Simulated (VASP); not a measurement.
# SnS2 (Berndtite-2T) (P-3m1) in VASP: further runs

Runs on SnS2 (Berndtite-2T). Level: PBE. Tasks: relaxation of cell and atoms.

Program: VASP 6.6.1. These are calculated values, not measurements. Logs are shortened: lines on timing, memory, paths and dates and some standing lists are left out, and cuts for length are marked.

### Step 1. Starting point

The structure is trigonal, space group P-3m1 (No. 164). The conventional cell has a = 3.639 Å, b = 3.639 Å, c = 5.868 Å, α = 90.00°, β = 90.00°, γ = 120.00°. Sn (site symmetry -3m) is surrounded by 6 S at 2.56 Å. S (site symmetry 3m) has 3 Sn at 2.56 Å as nearest neighbours.

### Step 2. Relaxation of cell and atoms, PBE, target pressure 9.78 GPa, at which the enthalpy is minimised

INCAR

```
SYSTEM = SnS2
ALGO = Normal
EDIFF = 1E-6
EDIFFG = -0.01
ENCUT = 600
GGA = PE
IBRION = 2
ISIF = 3
ISMEAR = 0
LASPH = .True.
LCHARG = .False.
LREAL = .False.
LWAVE = .False.
NELM = 80
NSW = 90
PREC = Accurate
PSTRESS = 97.8
SIGMA = 0.03
```

KPOINTS

```
k-points
0
Gamma
  9 9 5
  0 0 0
```

POSCAR

```
SnS2
1.0
    3.6390000000      0.0000000000      0.0000000000
   -1.8195000000      3.1514664444      0.0000000000
    0.0000000000      0.0000000000      5.8680000000
Sn S
1 2
Direct
    0.0000000000      0.0000000000      0.0000000000
    0.3333333333      0.6666666667      0.2500000000
    0.6666666667      0.3333333333      0.7500000000
```

Potentials or basis: VASP PAW PBE potentials, release 64 (Sn_d, S).

Command:

```console
$ cat potpaw_PBE.64/Sn_d/POTCAR potpaw_PBE.64/S/POTCAR > POTCAR
$ mpirun -np 1 vasp_std > vasp.out
```

OUTCAR:

```text
SYSTEM = SnS2
   EDIFF = 1E-6
   EDIFFG = -0.01
   ENCUT = 600
   GGA = PE
   IBRION = 2
   ISIF = 3
   ISMEAR = 0
   LASPH = .True.
   LREAL = .False.
   NELM = 80
   NSW = 90
   PREC = Accurate
   PSTRESS = 97.8

 ion  position               nearest neighbor table
   1  0.000  0.000  0.000-   2 2.56   3 2.56   3 2.56   2 2.56   3 2.56   2 2.56
   2  0.333  0.667  0.250-   1 2.56   1 2.56   1 2.56
   3  0.667  0.333  0.750-   1 2.56   1 2.56   1 2.56

  LATTYP: Found a hexagonal cell.
 ALAT       =     3.6390000000
 C/A-ratio  =     1.6125309151

  Lattice vectors:

 A1 = (   3.6390000000,   0.0000000000,   0.0000000000)
 A2 = (  -1.8195000000,   3.1514664444,   0.0000000000)
 A3 = (   0.0000000000,   0.0000000000,   5.8680000000)

Analysis of symmetry for initial positions (statically):
=====================================================================
 Subroutine PRICEL returns:
 Original cell was already a primitive cell.

 Routine SETGRP: Setting up the symmetry group for a
 hexagonal supercell.

 Subroutine GETGRP returns: Found 12 space group operations
 (whereof 12 operations were pure point group operations)
 out of a pool of 24 trial point group operations.

The static configuration has the point symmetry D_3d.

Analysis of symmetry for dynamics (positions and initial velocities):
=====================================================================
 Subroutine PRICEL returns:
 Original cell was already a primitive cell.

 Routine SETGRP: Setting up the symmetry group for a
 hexagonal supercell.

 Subroutine GETGRP returns: Found 12 space group operations
 (whereof 12 operations were pure point group operations)
 out of a pool of 24 trial point group operations.

The dynamic configuration has the point symmetry D_3d.

 Subroutine INISYM returns: Found 12 space group operations
 (whereof 12 operations are pure point group operations),
 and found     1 'primitive' translations

----------------------------------------------------------------------------------------

                                     Primitive cell

  volume of cell :      67.2953

  direct lattice vectors                    reciprocal lattice vectors
     3.639000000  0.000000000  0.000000000     0.274800769  0.158656298  0.000000000
    -1.819500000  3.151466444  0.000000000     0.000000000  0.317312596  0.000000000
     0.000000000  0.000000000  5.868000000     0.000000000  0.000000000  0.170415815

  length of vectors
     3.639000000  3.639000000  5.868000000     0.317312596  0.317312596  0.170415815

  position of ions in fractional coordinates (direct lattice)
     0.000000000  0.000000000  0.000000000
     0.333333333  0.666666667  0.250000000
[... 99 lines left out ...]
     AMIX_MAG =   1.60;   BMIX_MAG =  1.00
  volume/ion in A,a.u.               =      22.43       151.38
  Fermi-wavevector in a.u.,A,eV,Ry     =   1.192352  2.253218 19.343434  1.421702
  Thomas-Fermi vector in A             =   2.328392
   LORBIT       =      0    0 simple, 1 ext, 2 COOP (PROOUT), +10 PAW based schemes
   GGA     = PE    functional components
   LHFCALC =     F    Hartree Fock is set to
   AEXX    =    0.0000 exact exchange contribution
   IVDW    =     0    specifies the selected vdW correction
   LEPSILON=     F    determine dielectric tensor
   LRPA    =     F    only Hartree local field effects (RPA)
 conjugate gradient relaxation of ions
 non-spin polarized calculation
 Gauss-broadening in eV      SIGMA  =   0.03
  energy-cutoff  :      600.00
  volume of cell :       67.30
 maximum number of plane-waves:      2297
 NGX is ok and might be reduce to    30
   NGX = 15   NGY = 15   NGZ = 23

--------------------------------------- Ionic step        1  -------------------------------------------

 number of electron      25.9999995 magnetization

 Free energy of the ion-electron system (eV)
  ---------------------------------------------------
  ext. energy  EPLUGINS =         0.00000000
  ---------------------------------------------------
  free energy    TOTEN  =       -13.13939870 eV

  energy without entropy =      -13.13939870  energy(sigma->0) =      -13.13939870

------------------------ aborting loop because EDIFF is reached ----------------------------------------

  FORCE on cell =-STRESS in cart. coord.  units (eV):
  Direction    XX          YY          ZZ          XY          YZ          ZX
  --------------------------------------------------------------------------------------
  -------------------------------------------------------------------------------------
  Total        1.8090605      1.8090605      1.6689766      0.0000000      0.0000000      0.0000000
  in kB       43.0703932     43.0703932     39.7352536      0.0000000      0.0000000      0.0000000
  external PRESSURE =     -55.8413200 kB  Pullay stress =      97.8000000 kB
[... 65 lines left out ...]
--------------------------------------- Ionic step        3  -------------------------------------------

 number of electron      26.0000006 magnetization

 E-fermi :   5.6646     XC(G=0):  -9.9491

 val. band max:        5.5276717587   @ k =   0.0000   0.0000   0.0000
 cond. band min:       7.0948931142   @ k =   0.0000   0.4444   0.4000
 fundamental gap:      1.5672213555
 Fermi energy:         5.6646362178

 k-point     1 :       0.0000    0.0000    0.0000
  band No.  band energies     occupation
      1     -15.4784      2.00000
      2     -15.4784      2.00000
      3     -15.4200      2.00000
      4     -15.3843      2.00000
      5     -15.3843      2.00000
      6      -8.8063      2.00000
[... 505 lines left out ...]
  energy  without entropy=      -12.9729082075  energy(sigma->0) =      -12.97290821

  enthalpy is  TOTEN    =        -9.1058847429 eV   P V=        3.8670234646

[... ionic steps 4 to 13 ...]

--------------------------------------- Ionic step       14  -------------------------------------------

 number of electron      25.9999997 magnetization

------------------------ aborting loop because EDIFF is reached ----------------------------------------
[... 73 lines left out ...]
--------------------------------------- Ionic step       16  -------------------------------------------

 number of electron      25.9999998 magnetization

 Free energy of the ion-electron system (eV)
  ---------------------------------------------------
  ext. energy  EPLUGINS =         0.00000000
  ---------------------------------------------------
  free energy    TOTEN  =       -12.86599808 eV

  energy without entropy =      -12.86599808  energy(sigma->0) =      -12.86599808

 E-fermi :   7.1169     XC(G=0): -10.3957

 val. band max:        6.9701930734   @ k =   0.1111   0.0000   0.0000
 cond. band min:       7.8213604635   @ k =   0.3333   0.3333   0.0000
 fundamental gap:      0.8511673901
 Fermi energy:         7.1168544494

 k-point     1 :       0.0000    0.0000    0.0000
  band No.  band energies     occupation
      1     -14.5810      2.00000
      2     -14.5810      2.00000
      3     -14.5318      2.00000
      4     -14.4986      2.00000
      5     -14.4986      2.00000
      6      -7.9466      2.00000
[... 505 lines left out ...]
  energy  without entropy=      -12.8659980850  energy(sigma->0) =      -12.86599808

  enthalpy is  TOTEN    =        -9.2440829607 eV   P V=        3.6219151243

 reached required accuracy - stopping structural energy minimisation
```

Run time: 5.8 min. Hardware: 1 thread of Intel Xeon Platinum 8559C (Emerald Rapids), shared host; peak memory 0.25 GiB.

Results:

| Quantity | Value |
| --- | --- |
| Free energy | -12.8660 eV |
| Relaxed volume | 19.78 Å³/atom |
| Relaxed cell | a = 3.595 Å, b = 3.595 Å, c = 5.302 Å, α = 90.00°, β = 90.00°, γ = 120.00° |
| Space group after relaxing (to 0.05 Å) | P-3m1 (No. 164) |
| Energy change on relaxing (the enthalpy is what falls) | +91.1 meV/atom |
| Ionic steps | 16 |
| Pressure after relaxing | 9.8 GPa |
| Band gap on the k mesh | 0.85 eV, indirect (least direct gap 1.58 eV) |

Step by step:
| step | energy change (eV) | largest force (eV/Å) | pressure (GPa) | volume (Å³) |
| --- | --- | --- | --- | --- |
| 1 | 0.0000 | 0.2414 | 4.20 | 67.30 |
| 2 | 0.4370 | 1.4548 | 16.99 | 59.96 |
| 3 | 0.1665 | 0.8304 | 10.15 | 63.35 |
| 4 | 0.1840 | 0.5536 | 10.07 | 62.18 |
| 5 | 0.3534 | 0.2915 | 10.71 | 58.75 |
| 6 | 0.2820 | 0.0191 | 10.44 | 59.79 |
| 7 | 0.2375 | 0.1005 | 8.89 | 60.04 |
| 8 | 0.2304 | 0.1292 | 8.42 | 60.11 |
| 9 | 0.3532 | 0.2811 | 12.35 | 58.21 |
| 10 | 0.2704 | 0.0248 | 9.82 | 59.39 |
| 11 | 0.2713 | 0.0277 | 9.87 | 59.37 |
| 12 | 0.2719 | 0.0200 | 9.81 | 59.36 |
| 13 | 0.2721 | 0.0170 | 9.79 | 59.36 |
| 14 | 0.2727 | 0.0110 | 9.75 | 59.35 |
| 15 | 0.2722 | 0.0159 | 9.77 | 59.35 |
| 16 | 0.2734 | 0.0007 | 9.77 | 59.33 |

Final structure:
```cif
data_structure
_symmetry_space_group_name_H-M 'P 1'
_symmetry_Int_Tables_number 1
_cell_length_a 3.5949
_cell_length_b 3.5949
_cell_length_c 5.3017
_cell_angle_alpha 90.000
_cell_angle_beta 90.000
_cell_angle_gamma 120.000
_cell_volume 59.33
loop_
_atom_site_label
_atom_site_type_symbol
_atom_site_fract_x
_atom_site_fract_y
_atom_site_fract_z
_atom_site_occupancy
Sn1 Sn 0.00000 0.00000 0.00000 1
S1 S 0.33333 0.66667 0.27771 1
S2 S 0.66667 0.33333 0.72229 1
```

Caveat: the cell is relaxed towards a set pressure, so the enthalpy falls and the energy may rise; spin-orbit coupling is left out, which moves the levels of the heavy elements; an odd mesh through Γ misses points on the zone boundary, where band edges often lie; this functional lacks dispersion, which binds the layers, so the pressure and a relaxed spacing across them are unreliable.

### Step 3. Relaxation of cell and atoms, PBE, target pressure 9.78 GPa, at which the enthalpy is minimised

This run uses another cell than the first one, of 19.78 Å³/atom, 0.882 times its volume.

Edit INCAR of step 2 so:

```diff
@@ -2,4 +2,4 @@
 ALGO = Normal
-EDIFF = 1E-6
-EDIFFG = -0.01
+EDIFF = 1E-7
+EDIFFG = -0.005
 ENCUT = 600
```

KPOINTS is that of step 2.

POSCAR

```
SnS2                                    
1.0
    3.5948734102      0.0000000000     -0.0000000000
   -1.7974367051      3.1132516967     -0.0000000000
    0.0000000000     -0.0000000000      5.3016635239
  Sn              S             
     1     2
Direct
     0.0000000000000000    1.0000000000000000    0.0000000000000000
     0.3333333332999970    0.6666666667000030    0.2777123895584667
     0.6666666667000030    0.3333333332999970    0.7222876104415334
```

Potentials or basis: VASP PAW PBE potentials, release 64 (Sn_d, S).

Command:

```console
$ cat potpaw_PBE.64/Sn_d/POTCAR potpaw_PBE.64/S/POTCAR > POTCAR
$ mpirun -np 1 vasp_std > vasp.out
```

Run time: 38 s. Hardware: 1 thread of Intel Xeon Platinum 8559C (Emerald Rapids), shared host; peak memory 0.21 GiB.

It converged, with:

```
Free energy             : -12.8656 eV
Pressure after relaxing : 9.7 GPa
Band gap on the k mesh  : 0.85 eV, indirect (least direct gap 1.58 eV)
```

Final structure:
```
Sn S
1.0
     3.59487    0.00000    0.00000
    -1.79744    3.11325    0.00000
     0.00000    0.00000    5.30166
Sn S
1 2
Direct
  0.00000 0.00000 0.00000
  0.33333 0.66667 0.27771
  0.66667 0.33333 0.72229
```

Levels at points of the mesh, in eV from the valence-band top:
```tsv
k point	band 10	band 11	band 12	band 13	band 14	band 15	band 16	band 17
(0.00, 0.00, 0.00)	-1.21	-1.19	-1.19	-0.02	1.56	3.06	5.11	5.11
```

Caveat: the relaxation stopped at its first step, so nothing moved; the cell is relaxed towards a set pressure, so the enthalpy falls and the energy may rise; spin-orbit coupling is left out, which moves the levels of the heavy elements; an odd mesh through Γ misses points on the zone boundary, where band edges often lie.
